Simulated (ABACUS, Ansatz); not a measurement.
Given: the input of a run of Ansatz 0.2.0 on CoO. Atoms were shifted at random by some hundredths of an Å from the given cell, which wasn't relaxed again for these runs. 

File input.yaml:

```yaml
crystal:
  lattice:
    - [0.0, 2.1315, 2.1315]
    - [2.1315, 0.0, 2.1315]
    - [2.1315, 2.1315, 0.0]
  atoms:
    - { symbol: Co, position: [-0.007395, 0.008297, 0.015069], spin: 2.0 }
    - { symbol: O, position: [0.497125, 0.517157, 0.495314] }
hamiltonian:
  xc: pbe
  pseudopotentials: { kind: paw }
magnetization:
  spin_polarized: true
kpoints:
  mp_grid: { grid: [11, 11, 11] }
scf:
  occupations: { method: fermi_dirac, width: 0.05 }
output:
  forces: true
  stress: true
  eigenvalues: true
```

Potentials or basis: Ansatz PAW.

Command:

```bash
$ ansatz run input.yaml --threads 1 --pin off --max-ram 3584MiB --backend cpu --events-out ev --progress --plain --runs-dir out
```

Q: Translate it to ABACUS 3.10.1. Potentials or basis there: PseudoDojo NC SR 0.4.1 PBE standard, plane waves, cutoff 1320 eV.

A: As run (cutoffs and basis follow the program's own potentials, and thresholds, step limits or extra output files can differ):

The input INPUT:

```
INPUT_PARAMETERS
suffix              CoO
calculation         scf
basis_type          pw
pseudo_dir          ./
symmetry            1
dft_functional      pbe
ecutwfc             97
pseudo_rcut         10
nspin               2
nbands              17
ks_solver           dav
smearing_method     fd
smearing_sigma      0.00367493
scf_thr             1e-08
scf_nmax            100
mixing_type         broyden
mixing_beta         0.4
cal_force           1
cal_stress          1
kpar                4
```

The input STRU:

```
ATOMIC_SPECIES
Co 58.9332 Co.upf
O 15.9990 O.upf

LATTICE_CONSTANT
1.8897261246

LATTICE_VECTORS
0.0000000000 2.1315000000 2.1315000000
2.1315000000 0.0000000000 2.1315000000
2.1315000000 2.1315000000 0.0000000000

ATOMIC_POSITIONS
Direct

Co
0.0
1
-0.0073950000 0.0082970000 0.0150690000 1 1 1 mag 2

O
0.0
1
0.4971250000 0.5171570000 0.4953140000 1 1 1 mag 0
```

The input KPT:

```
K_POINTS
0
Gamma
11 11 11 0 0 0
```

Potentials or basis: PseudoDojo NC SR 0.4.1 PBE standard, plane waves.

Command:

```bash
$ OMP_NUM_THREADS=1 mpirun -np 4 abacus > log
```

Both were run:

|  | Ansatz | ABACUS |
| --- | --- | --- |
| Pressure | -1.7 GPa | -1.8 GPa |
| Largest force | 0.054 eV/Å | 0.047 eV/Å |
| Net moment | 2.93 μB per cell | 2.99 μB per cell |
| Absolute moment | 2.95 μB per cell | 3.01 μB per cell |
| Energy over the undisturbed cell | 0.6 meV/atom | 0.5 meV/atom |

Ansatz's pressure holds a Pulay term of +0.74 GPa for its cutoff of 420 eV, which the other run lacks.

Where Ansatz's input types no cutoff or centring, it takes its own default and a Γ-centred mesh.

The magnetic state is the one that the start led to; the real crystal's order can differ.

Pressure is positive in compression.
